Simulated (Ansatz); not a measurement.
# Platinum, omega (AlB2-type) under RPBE: ground state and equation of state

What does RPBE give for platinum in the omega (AlB2-type) structure? We relax it, solve it on a dense k-mesh, then scale the cell to 7 volumes from 88 to 112 % of the relaxed one and try a fit of the equation of state. Spin polarisation is left out. The k-meshes are 8×8×12 for the relaxation; 11×11×15 for the dense run; 9×9×13 for the volumes.

Method: DFT RPBE, plane waves (420 eV) with PAW, scalar-relativistic; PAW files made under PBE, frozen cores solved again for the functional, in Ansatz 0.2.0.

## (1) The starting structure

It takes space group P6/mmm (No. 191, hexagonal). The conventional cell has a = 4.402 Å, b = 4.402 Å, c = 2.698 Å, α = 90.00°, β = 90.00°, γ = 120.00°. Pt (site symmetry 6/mmm) is surrounded by 14 Pt at 2.70 to 2.88 Å. Pt (site symmetry -6m2) is surrounded by 11 Pt at 2.54 to 2.88 Å.

Coordinates:

```xyz
3
Lattice="4.4020 0.0000 0.0000 -2.2010 3.8123 0.0000 0.0000 0.0000 2.6984" Properties=species:S:1:pos:R:3 pbc="T T T"
Pt    0.0000    0.0000    0.0000
Pt    0.0000    2.5415    1.3492
Pt    2.2010    1.2708    1.3492
```

## (2) Geometry optimisation

File input.yaml:

```yaml
crystal:
  lattice:
    - [4.4020276304, 0.0, 0.0]
    - [-2.2010138152, 3.8122677561, 0.0]
    - [0.0, 0.0, 2.6984429374]
  atoms:
    - { symbol: Pt, position: [0.0, 0.0, 0.0] }
    - { symbol: Pt, position: [0.3333333333, 0.6666666667, 0.5] }
    - { symbol: Pt, position: [0.6666666667, 0.3333333333, 0.5] }
hamiltonian:
  xc: rpbe
  pseudopotentials:
    kind: paw
    azcp:
      Pt: "pseudopotentials/Pt.paw.azcp"
basis:
  ecutwfc: 420
  fft_grid_basis: typed
kpoints:
  mp_grid: { grid: [8, 8, 12], shift: [0, 0, 0] }
magnetization:
  spin_polarized: false
scf:
  occupations: { method: fermi_dirac, width: 0.1 }
relax:
  max_steps: 60
  f_tol: 0.01
  cell: {}
```

Standard output:

```text
Warning: RAYON_NUM_THREADS=2 ignored (pool sized by the plan → 2); use --threads N
Engine: ansatz 0.2.0, aarch64-unknown-linux-gnu
Pseudopotentials: kind: paw
Pseudopotential: Pt, paw, valence charge 18, recommended cutoff 420 eV (normal), <dir>
Functional definition: RPBE
  parameter kappa = 0.804
  parameter beta = 0.06672455060314922
  exchange = rpbe_x(kappa = kappa, mu = beta*pi^2/3)
  correlation = pbe_c(beta = beta)
Crystal: 3 atoms, lattice volume = 45.284 Å³
Basis set: ecut = 420 eV, 903 PW (Γ), exchange–correlation on 60×60×40 points (8 copies of the dense FFT grid, shifted against one another)
Bands: 33, of which v1, the nominal top of the filled ones, is band 27 counted from 1 (26 counted from 0)
Symmetry: 24 space group operations
Space group: P6/mmm (ITA 191), of the structure as read, at distance tolerance 3.6e-5 Å
k-points: 70 of 768
Non-local potential: Pt, projectors of the file, l = 0: 3, l = 1: 2, l = 2: 2, l = 3: 1
PAW form: soft (Blöchl's): semilocal exchange-correlation on the pseudo side does not see the compensation charge
PAW frozen core: Pt, regenerated for the run's functional, and the local potential with it (the file was generated under x = pbe(κ = 0.804, μ = 0.2195149727645171), c = pbe(β = 0.06672455060314922))
PAW one-centre angular grid: Pt, 590 points (default); XC on 64 Gauss nodes
Initial density: superposition of atomic densities (neutral atoms: chi_scale 0, normalization atom), corrected by the library's trained network
Initial wavefunctions: pseudopotential atomic-orbital guess
Functional: x = rpbe, c = pbe(β = 0.06672455060314922)
SCF iter   1: F=—  HF=-37609.794691 eV  |F-HF|=—  |Δ(HF+E_count)|=         —  Δρ=8.49e-3  dr2=2.33e-2  ethr=1.77e-3  ⟨swp⟩=5.3  Hψ=8267  notcnv=0  defer=20
preconditioner: auto → none  [metal: Δε(μ)=0.010 eV  Ē_g=9.426 eV  σ=0.100 eV  W_gap=0.02  n_scr=8 (ndim 8)  ℏωp=30.2 eV  f_vac=0.000  D(μ)=5.00/eV (n_scr^D=68)  sad-step TF]
SCF iter   2: F=—  HF=-37609.797413 eV  |F-HF|=—  |Δ(HF+E_count)|=   2.72e-3  Δρ=5.15e-3  dr2=1.37e-2  ethr=4.31e-5  ⟨swp⟩=1.8  Hψ=3231  notcnv=0  defer=20
SCF iter   3: F=—  HF=-37609.796930 eV  |F-HF|=—  |Δ(HF+E_count)|=   4.83e-4  Δρ=6.93e-4  dr2=1.56e-4  ethr=2.53e-5  ⟨swp⟩=1.3  Hψ=2504  notcnv=0  defer=20
SCF iter   4: F=—  HF=-37609.796894 eV  |F-HF|=—  |Δ(HF+E_count)|=   3.60e-5  Δρ=2.63e-4  dr2=4.51e-5  ethr=2.88e-7  ⟨swp⟩=2.9  Hψ=4375  notcnv=0  defer=20
SCF iter   5: F=—  HF=-37609.796887 eV  |F-HF|=—  |Δ(HF+E_count)|=   7.70e-6  Δρ=4.03e-5  dr2=3.16e-7  ethr=8.36e-8  ⟨swp⟩=1.1  Hψ=2291  notcnv=0  defer=20
SCF iter   6: F=-37609.796886 eV  HF=-37609.796886 eV  |F-HF|=1.60e-8  |Δ(HF+E_count)|=   4.19e-8  Δρ=7.81e-6  dr2=2.40e-8  ethr=1.85e-10  ⟨swp⟩=4.0  Hψ=7534  notcnv=0
SCF 1 converged in 6 iterations: F = -37609.796886 eV  dr2 = 2.40e-8
relax step   1: F+E_penalty+E_count = -37609.79688648 eV  Δ(F+E_penalty+E_count) = +0.000e0 eV  max|allowed force component| = 2.591e-16 eV/Å  Δτ_max = 0.0000 Å  P = +21.333 GPa  Ω = 45.284 Å³  (6 SCF iters, dr2 threshold 1.00e-7 eV, accepted)
Crystal: 3 atoms, lattice volume = 51.113 Å³
Basis set: ecut = 420 eV, 975 PW (Γ), exchange–correlation on 60×60×40 points (8 copies of the dense FFT grid, shifted against one another)
Initial density: handed on by an earlier stage of this run
Initial wavefunctions: those handed on with the density
iter 1 solved again at ethr=7.05e-5 eV; its pass at ethr=3.10e-3 eV (dr2=3.81e-2 eV) is discarded
SCF iter   1: F=—  HF=-37609.995539 eV  |F-HF|=—  |Δ(HF+E_count)|=         —  Δρ=9.73e-3  dr2=3.88e-2  ethr=7.05e-5  ⟨swp⟩=1.3  Hψ=11656  notcnv=0
preconditioner: auto → Kerker (q_TF=auto, 2.753 Å⁻¹)  [metal: Δε(μ)=0.006 eV  Ē_g=8.327 eV  σ=0.100 eV  W_gap=0.02  n_scr=14 (ndim 8)  ℏωp=28.4 eV  f_vac=0.000  D(μ)=5.57/eV (n_scr^D=68)]
SCF iter   2: F=—  HF=-37609.991630 eV  |F-HF|=—  |Δ(HF+E_count)|=   3.91e-3  Δρ=5.55e-3  dr2=1.19e-2  ethr=7.05e-5  ⟨swp⟩=1.0  Hψ=2310  notcnv=0
SCF iter   3: F=—  HF=-37609.990404 eV  |F-HF|=—  |Δ(HF+E_count)|=   1.23e-3  Δρ=8.72e-4  dr2=3.60e-4  ethr=2.20e-5  ⟨swp⟩=2.3  Hψ=3271  notcnv=0
SCF iter   4: F=—  HF=-37609.990421 eV  |F-HF|=—  |Δ(HF+E_count)|=   1.64e-5  Δρ=2.16e-4  dr2=1.24e-5  ethr=6.67e-7  ⟨swp⟩=2.5  Hψ=3352  notcnv=0
SCF iter   5: F=—  HF=-37609.990421 eV  |F-HF|=—  |Δ(HF+E_count)|=   1.54e-7  Δρ=3.60e-5  dr2=4.45e-7  ethr=2.29e-8  ⟨swp⟩=2.1  Hψ=3128  notcnv=0
SCF iter   6: F=-37609.990421 eV  HF=-37609.990421 eV  |F-HF|=6.33e-10  |Δ(HF+E_count)|=   3.18e-7  Δρ=8.67e-6  dr2=3.21e-8  ethr=5.56e-10  ⟨swp⟩=4.0  Hψ=7195  notcnv=0
SCF 2 converged in 6 iterations: F = -37609.990421 eV  dr2 = 3.21e-8
relax step   2: F+E_penalty+E_count = -37609.99042113 eV  Δ(F+E_penalty+E_count) = -1.935e-1 eV  max|allowed force component| = 2.267e-16 eV/Å  Δτ_max = 0.0000 Å  P = -8.109 GPa  Ω = 51.113 Å³  energy of the carried Pulay correction = -3.161e-3 eV  (6 SCF iters, dr2 threshold 3.00e-7 eV, accepted)
Crystal: 3 atoms, lattice volume = 49.385 Å³
Basis set: ecut = 420 eV, 951 PW (Γ), exchange–correlation on 60×60×40 points (8 copies of the dense FFT grid, shifted against one another)
iter 1 solved again at ethr=6.44e-6 eV; its pass at ethr=3.10e-3 eV (dr2=3.48e-3 eV) is discarded
SCF iter   1: F=—  HF=-37610.046525 eV  |F-HF|=—  |Δ(HF+E_count)|=         —  Δρ=2.58e-3  dr2=2.65e-3  ethr=6.44e-6  ⟨swp⟩=1.2  Hψ=10152  notcnv=0
preconditioner: auto → Kerker (q_TF=auto, 2.769 Å⁻¹)  [metal: Δε(μ)=0.004 eV  Ē_g=8.594 eV  σ=0.100 eV  W_gap=0.01  n_scr=14 (ndim 8)  ℏωp=28.9 eV  f_vac=0.000  D(μ)=5.35/eV (n_scr^D=68)]
SCF iter   2: F=—  HF=-37610.046105 eV  |F-HF|=—  |Δ(HF+E_count)|=   4.20e-4  Δρ=1.52e-3  dr2=8.71e-4  ethr=4.91e-6  ⟨swp⟩=1.0  Hψ=2310  notcnv=0
SCF iter   3: F=—  HF=-37610.045962 eV  |F-HF|=—  |Δ(HF+E_count)|=   1.43e-4  Δρ=2.07e-4  dr2=1.12e-5  ethr=1.61e-6  ⟨swp⟩=2.0  Hψ=3190  notcnv=0
SCF iter   4: F=—  HF=-37610.045963 eV  |F-HF|=—  |Δ(HF+E_count)|=   1.67e-6  Δρ=4.44e-5  dr2=6.44e-7  ethr=2.06e-8  ⟨swp⟩=2.6  Hψ=4272  notcnv=0
iter 5 did not close the SCF: its close was put off for the readings that it lacked (scf_convergence_deferred on its scf_iter line)
SCF iter   5: F=-37610.045964 eV  HF=-37610.045964 eV  |F-HF|=3.67e-9  |Δ(HF+E_count)|=   2.25e-7  Δρ=1.26e-5  dr2=5.31e-8  ethr=1.19e-9  ⟨swp⟩=2.0  Hψ=3327  notcnv=0
SCF iter   6: F=-37610.045964 eV  HF=-37610.045964 eV  |F-HF|=8.00e-11  |Δ(HF+E_count)|=   1.34e-8  Δρ=2.80e-6  dr2=3.39e-9  ethr=9.84e-11  ⟨swp⟩=1.7  Hψ=7217  notcnv=0
SCF 3 converged in 6 iterations: F = -37610.045964 eV  dr2 = 3.39e-9
relax step   3: F+E_penalty+E_count = -37610.04596359 eV  Δ(F+E_penalty+E_count) = -5.554e-2 eV  max|allowed force component| = 4.318e-17 eV/Å  Δτ_max = 0.0000 Å  P = -1.676 GPa  Ω = 49.385 Å³  energy of the carried Pulay correction = -2.271e-3 eV  (6 SCF iters, dr2 threshold 3.00e-7 eV, accepted)
Crystal: 3 atoms, lattice volume = 48.947 Å³
iter 1 solved again at ethr=3.80e-7 eV; its pass at ethr=3.10e-3 eV (dr2=2.05e-4 eV) is discarded
SCF iter   1: F=—  HF=-37610.048756 eV  |F-HF|=—  |Δ(HF+E_count)|=         —  Δρ=7.01e-4  dr2=2.01e-4  ethr=3.80e-7  ⟨swp⟩=3.1  Hψ=10798  notcnv=0
preconditioner: auto → Kerker (q_TF=auto, 2.773 Å⁻¹)  [metal: Δε(μ)=0.003 eV  Ē_g=8.689 eV  σ=0.100 eV  W_gap=0.01  n_scr=14 (ndim 8)  ℏωp=29.1 eV  f_vac=0.000  D(μ)=5.28/eV (n_scr^D=68)]
SCF iter   2: F=—  HF=-37610.048721 eV  |F-HF|=—  |Δ(HF+E_count)|=   3.42e-5  Δρ=3.98e-4  dr2=5.80e-5  ethr=3.72e-7  ⟨swp⟩=1.0  Hψ=2310  notcnv=0
SCF iter   3: F=—  HF=-37610.048713 eV  |F-HF|=—  |Δ(HF+E_count)|=   8.22e-6  Δρ=6.44e-5  dr2=1.87e-6  ethr=1.07e-7  ⟨swp⟩=2.2  Hψ=3226  notcnv=0
iter 4 did not close the SCF: its close was put off for the readings that it lacked (scf_convergence_deferred on its scf_iter line)
SCF iter   4: F=-37610.048713 eV  HF=-37610.048713 eV  |F-HF|=3.39e-8  |Δ(HF+E_count)|=   3.86e-8  Δρ=1.62e-5  dr2=7.21e-8  ethr=3.46e-9  ⟨swp⟩=2.0  Hψ=3044  notcnv=0
iter 5 did not close the SCF: its close was put off for the readings that it lacked (scf_convergence_deferred on its scf_iter line)
SCF iter   5: F=-37610.048713 eV  HF=-37610.048713 eV  |F-HF|=4.87e-10  |Δ(HF+E_count)|=   4.38e-8  Δρ=3.81e-6  dr2=6.62e-9  ethr=1.33e-10  ⟨swp⟩=2.6  Hψ=3230  notcnv=0
SCF iter   6: F=-37610.048713 eV  HF=-37610.048713 eV  |F-HF|=7.28e-11  |Δ(HF+E_count)|=   1.91e-9  Δρ=9.13e-7  dr2=4.36e-10  ethr=1.23e-11  ⟨swp⟩=1.1  Hψ=5756  notcnv=0
SCF 4 converged in 6 iterations: F = -37610.048713 eV  dr2 = 4.36e-10
relax step   4: F+E_penalty+E_count = -37610.04871315 eV  Δ(F+E_penalty+E_count) = -2.750e-3 eV  max|allowed force component| = 2.899e-16 eV/Å  Δτ_max = 0.0000 Å  P = +0.200 GPa  Ω = 48.947 Å³  energy of the carried Pulay correction = -2.042e-3 eV  (6 SCF iters, dr2 threshold 3.00e-7 eV, accepted)
Crystal: 3 atoms, lattice volume = 48.986 Å³
iter 1 solved again at ethr=3.94e-8 eV; its pass at ethr=3.10e-3 eV (dr2=2.13e-5 eV) is discarded
SCF iter   1: F=—  HF=-37610.048778 eV  |F-HF|=—  |Δ(HF+E_count)|=         —  Δρ=1.69e-4  dr2=1.26e-5  ethr=3.94e-8  ⟨swp⟩=2.8  Hψ=9716  notcnv=0
preconditioner: auto → Kerker (q_TF=auto, 2.773 Å⁻¹)  [metal: Δε(μ)=0.007 eV  Ē_g=8.695 eV  σ=0.100 eV  W_gap=0.02  n_scr=14 (ndim 8)  ℏωp=29.1 eV  f_vac=0.000  D(μ)=5.27/eV (n_scr^D=68)]
SCF iter   2: F=—  HF=-37610.048768 eV  |F-HF|=—  |Δ(HF+E_count)|=   9.62e-6  Δρ=7.71e-5  dr2=2.67e-6  ethr=2.33e-8  ⟨swp⟩=1.0  Hψ=2310  notcnv=0
iter 3 did not close the SCF: its close was put off for the readings that it lacked (scf_convergence_deferred on its scf_iter line)
SCF iter   3: F=-37610.048768 eV  HF=-37610.048768 eV  |F-HF|=6.76e-8  |Δ(HF+E_count)|=   1.70e-7  Δρ=1.53e-5  dr2=1.28e-7  ethr=4.95e-9  ⟨swp⟩=1.0  Hψ=2310  notcnv=0
iter 4 did not close the SCF: its close was put off for the readings that it lacked (scf_convergence_deferred on its scf_iter line)
SCF iter   4: F=-37610.048768 eV  HF=-37610.048768 eV  |F-HF|=9.60e-10  |Δ(HF+E_count)|=   1.18e-8  Δρ=2.65e-6  dr2=3.06e-9  ethr=2.36e-10  ⟨swp⟩=2.3  Hψ=3110  notcnv=0
iter 5 did not close the SCF: its close was put off for the readings that it lacked (scf_convergence_deferred on its scf_iter line)
SCF iter   5: F=-37610.048768 eV  HF=-37610.048768 eV  |F-HF|=2.33e-10  |Δ(HF+E_count)|=  3.27e-10  Δρ=8.18e-7  dr2=4.32e-10  ethr=5.67e-12  ⟨swp⟩=2.1  Hψ=3957  notcnv=0
SCF iter   6: F=-37610.048768 eV  HF=-37610.048768 eV  |F-HF|=7.28e-12  |Δ(HF+E_count)|=    0.00e0  Δρ=1.57e-7  dr2=1.26e-11  ethr=1.00e-12  ⟨swp⟩=1.0  Hψ=4903  notcnv=0
SCF 5 converged in 6 iterations: F = -37610.048768 eV  dr2 = 1.26e-11
relax step   5: F+E_penalty+E_count = -37610.04876784 eV  Δ(F+E_penalty+E_count) = -5.468e-5 eV  max|allowed force component| = 2.961e-16 eV/Å  Δτ_max = 0.0000 Å  P = +0.027 GPa  Ω = 48.986 Å³  energy of the carried Pulay correction = -2.064e-3 eV  (6 SCF iters, dr2 threshold 2.72e-7 eV, accepted)
Basis set: ecut = 420 eV, 951 PW (Γ), exchange–correlation on 64×64×40 points (8 copies of the dense FFT grid, shifted against one another)
Initial wavefunctions: pseudopotential atomic-orbital guess (no wavefunctions were taken with the density)
iter 1 solved again at ethr=2.41e-8 eV; its pass at ethr=3.10e-3 eV (dr2=1.30e-5 eV) is discarded
SCF iter   1: F=—  HF=-37610.050236 eV  |F-HF|=—  |Δ(HF+E_count)|=         —  Δρ=2.58e-4  dr2=4.00e-6  ethr=2.41e-8  ⟨swp⟩=3.0  Hψ=13786  notcnv=0
preconditioner: auto → Kerker (q_TF=auto, 2.773 Å⁻¹)  [metal: Δε(μ)=0.008 eV  Ē_g=8.694 eV  σ=0.100 eV  W_gap=0.02  n_scr=14 (ndim 8)  ℏωp=29.1 eV  f_vac=0.000  D(μ)=5.27/eV (n_scr^D=68)]
SCF iter   2: F=—  HF=-37610.050276 eV  |F-HF|=—  |Δ(HF+E_count)|=   4.00e-5  Δρ=1.33e-4  dr2=1.02e-6  ethr=7.41e-9  ⟨swp⟩=1.0  Hψ=2325  notcnv=0
SCF iter   3: F=—  HF=-37610.050285 eV  |F-HF|=—  |Δ(HF+E_count)|=   9.19e-6  Δρ=5.83e-6  dr2=4.17e-9  ethr=1.88e-9  ⟨swp⟩=3.0  Hψ=4222  notcnv=0
SCF iter   4: F=—  HF=-37610.050285 eV  |F-HF|=—  |Δ(HF+E_count)|=   8.13e-9  Δρ=9.84e-7  dr2=1.91e-10  ethr=7.73e-12  ⟨swp⟩=2.1  Hψ=3292  notcnv=0
iter 5 did not close the SCF: its close was put off for the readings that it lacked (scf_convergence_deferred on its scf_iter line)
SCF iter   5: F=-37610.050285 eV  HF=-37610.050285 eV  |F-HF|=1.46e-11  |Δ(HF+E_count)|=  1.46e-10  Δρ=1.84e-7  dr2=1.43e-11  ethr=1.00e-12  ⟨swp⟩=1.0  Hψ=2310  notcnv=0
SCF iter   6: F=-37610.050285 eV  HF=-37610.050285 eV  |F-HF|=7.28e-12  |Δ(HF+E_count)|=    0.00e0  Δρ=3.39e-8  dr2=3.04e-13  ethr=1.00e-12  ⟨swp⟩=4.0  Hψ=9270  notcnv=0
SCF 6 converged in 6 iterations: F = -37610.050285 eV  dr2 = 3.04e-13
relax step   6: F+E_penalty+E_count = -37610.05028489 eV  Δ(F+E_penalty+E_count) = -1.517e-3 eV  max|allowed force component| = 2.498e-16 eV/Å  Δτ_max = 0.0000 Å  P = -0.007 GPa  Ω = 48.986 Å³  stress off target by 2.04e-2 GPa  SCF on the basis re-selected at this cell (its energy is not comparable with the rows above)  (6 SCF iters)
basis re-selected at this cell: Δ(F+E_penalty+E_count) = -1.517e-3 eV, ΔP = -0.035 GPa vs the last step (what re-selecting the basis moved, of the pressure what is left beyond the Pulay correction that the steps carried, after the strain that the cell walked since its last selection, with what the two solves' SCF thresholds leave and, on support functions, any second-order correction that the steps lacked; it is no measure of the basis error at this ecutwfc). The dense FFT grid was sized anew with the basis: this SCF ran on 32×32×20 points, the steps before it on 30×30×20, so part of this shift can come from that change (see relax.cell in the input reference). This SCF's stress stands 2.04e-2 GPa from its target on what of the cell is left free (relax.cell.stress_tol is 5.00e-2 GPa) and its largest allowed force component is 2.50e-16 eV/Å (relax.f_tol is 1.00e-2 eV/Å): within both
SCF converged after 6 iterations
Free energy (F): -37610.050285 eV
Harris-Foulkes:  -37610.050285 eV  (|F-HF|=7.28e-12)
Internal energy: -37609.883845 eV  (E = F + TS)
E sigma→0 (E₀):  -37609.967065 eV
Entropy (-TS):   -0.166440 eV (-55.480 meV/atom)
Fermi energy:    21.071964 eV
--- Per-component energies (eV) ---
  E_band       = -487.814418
  E_kinetic    = 1909.740071
  E_local      = -4723.826227  (includes V_loc(G=0)·N_el)
  E_nonlocal   = 598.249589
  E_hartree    = 1748.428478
  E_xc         = -784.409772
  E_vxc        = -905.914149  (∫ρ·V_xc dr)
  E_paw        = -28402.833971  (= ΣΔE_a)
  E_vpaw       = -862.921231  (= ΣTr[D̂ρ^β])
  E_aug_tail   = 0.000593  (compensation charges beyond the density's cutoff)
  E_ewald      = -7955.120641
  E_core_change = -0.111964  (= ΣΔE_core)
  E_smearing   = -0.166440  (= −TS)
  E_closure    = 0.000000  (closes the sum)
  Σ components = -37610.050285   (vs F -37610.050285, Δ=0.00e0)
--- Forces (eV/Å), atoms counted from 1 ---
  atom   1  Pt     0.00000000    -0.00000000     0.00000000
  atom   2  Pt     0.00000000     0.00000000     0.00000000
  atom   3  Pt     0.00000000    -0.00000000    -0.00000000
  max |Σ_I F_I| component: 3.70e-17 eV/Å
--- Stress (GPa, compression-positive) ---
       -0.000812      -0.000000      -0.000000
       -0.000000      -0.000812      -0.000000
       -0.000000      -0.000000      -0.020405
  P = ⅓ Tr σ = -0.0073 GPa (-0.073 kbar)
--- Relaxed structure (5 steps of the walk, 5 accepted, 1 SCFs on fresh bases) ---
  F+E_penalty+E_count = -37610.05028489 eV   max|allowed force component| = 2.498e-16 eV/Å   (the final SCF, on the basis selected at the relaxed cell)
  cell:  # Å, volume = 48.9857 Å³
    - [4.560673498395469, 2.0019362546896305e-33, 6.342768331689919e-34]
    - [-2.2803367491977347, 3.9496591079769248, 3.0913734972816772e-18]
    - [3.888116987268785e-34, 2.1881713232946986e-18, 2.7194487909992144]
  atoms:
    - { symbol: Pt, position: [1.4857616493652674e-34, -1.5980228279446048e-34, 0.0] }
    - { symbol: Pt, position: [0.3333333333333333, 0.6666666666666666, 0.5000000000000001] }
    - { symbol: Pt, position: [0.6666666666666666, 0.3333333333333333, 0.5000000000000001] }
```

Wall time 14 s (2 threads of an Arm CPU, shared host); peak memory 0.37 GiB.

The walk, from the log:

```
step  energy change (meV/atom)  largest force (eV/Å)  pressure (GPa)  volume (Å³/atom)
   1                      0.00                0.0000           21.33            15.095
   2                    -64.51                0.0000           -8.11            17.038
   3                    -83.03                0.0000           -1.68            16.462
   4                    -83.94                0.0000            0.20            16.316
   5                    -83.96                0.0000            0.03            16.329
   6                    -84.47                0.0000           -0.01            16.329
```

Steps that repeat a cell are solved on a basis chosen anew, so their changes of energy are no gain of the relaxation.

Changes in the cell that was computed:

|  | before | after | change |
| --- | --- | --- | --- |
| a (Å) | 4.402 | 4.561 | +3.6 % |
| b (Å) | 4.402 | 4.561 | +3.6 % |
| c (Å) | 2.698 | 2.719 | +0.8 % |
| volume (Å³/atom) | 15.095 | 16.329 | +8.2 % |
| shortest distance (Å) | 2.542 | 2.633 | +3.6 % |
| space group (spins left aside) | P6/mmm | P6/mmm | same |

## (3) Single point on a dense mesh

File input.yaml:

```yaml
crystal:
  lattice:
    - [4.5606734984, 0.0, 0.0]
    - [-2.2803367492, 3.949659108, 0.0]
    - [0.0, 0.0, 2.719448791]
  atoms:
    - { symbol: Pt, position: [0.0, 1.0, 0.0] }
    - { symbol: Pt, position: [0.3333333333, 0.6666666667, 0.5] }
    - { symbol: Pt, position: [0.6666666667, 0.3333333333, 0.5] }
hamiltonian:
  xc: rpbe
  pseudopotentials:
    kind: paw
    azcp:
      Pt: "pseudopotentials/Pt.paw.azcp"
basis:
  ecutwfc: 420
  fft_grid_basis: typed
kpoints:
  mp_grid: { grid: [11, 11, 15], shift: [0, 0, 0] }
magnetization:
  spin_polarized: false
scf:
  occupations: { method: fermi_dirac, width: 0.1 }
```

Standard output, shortened:

```text
Warning: RAYON_NUM_THREADS=2 ignored (pool sized by the plan → 2); use --threads N
[...]
[... 3 set-up lines as earlier in the session ...]
[...]
Crystal: 3 atoms, lattice volume = 48.986 Å³
Basis set: ecut = 420 eV, 951 PW (Γ)
Bands: 33, of which v1, the nominal top of the filled ones, is band 27 counted from 1 (26 counted from 0)
[... 1 set-up line as earlier in the session ...]
Space group: P6/mmm (ITA 191), of the structure as read, at distance tolerance 3.7e-5 Å
k-points: 128 of 1815
[...]
SCF iter   1: F=—  HF=-37610.040485 eV  |F-HF|=—  |Δ(HF+E_count)|=         —  Δρ=7.67e-3  dr2=2.06e-2  ethr=1.77e-3  ⟨swp⟩=5.2  Hψ=14501  notcnv=0  defer=36
[...]
SCF iter   6: F=-37610.042607 eV  HF=-37610.042607 eV  |F-HF|=3.56e-9  |Δ(HF+E_count)|=   4.33e-8  Δρ=8.56e-6  dr2=2.85e-8  ethr=1.85e-10  ⟨swp⟩=2.2  Hψ=8295  notcnv=0
[...]
SCF converged after 6 iterations
Free energy (F): -37610.042607 eV
[...]
E sigma→0 (E₀):  -37609.957714 eV
Entropy (-TS):   -0.169786 eV (-56.595 meV/atom)
Fermi energy:    21.067657 eV
[...]
```

Run time: 3.7 s. Hardware: 2 threads of an Arm CPU, shared host; peak memory 0.4 GiB.

(Part 1 of 2 ends here.)
